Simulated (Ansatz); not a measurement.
Ti, 1 atom in the cell. Symmetry: Im-3m, No. 229, cubic system. The conventional cell has a = 3.282 Å, b = 3.282 Å, c = 3.282 Å, α = 90.00°, β = 90.00°, γ = 90.00°. Ti (site symmetry m-3m) is surrounded by 8 Ti at 2.84 Å. This isn't the form of Ti at room conditions, which is hcp.

* Program: Ansatz 0.2.0
* Task: single point
* Functional: PBE
* Potentials or basis: all-electron LAPW, scalar-relativistic
* Cutoff: 227 eV (chosen from the basis error)
* Basis error allowed: 0.001 eV/atom
* k mesh: 11 × 11 × 11
* Occupations: gaussian, width 0.013 eV
* Spin: no spin polarisation

Potentials or basis: all-electron LAPW, scalar-relativistic.

Launch:

```sh
$ ansatz run input.yaml --threads 1 --pin off --max-ram 3072MiB --backend cpu --events-out ev --progress --plain --runs-dir out
```

Hardware: 1 thread of Arm Neoverse V1 (shared host).

Estimate the wall time of this run.

Run time: 2.6 s on 1 thread of Arm Neoverse V1, with other jobs on the host, peak memory 0.21 GiB. Counts: scf iterations 6, plane waves 141, k points 56, bands 10.
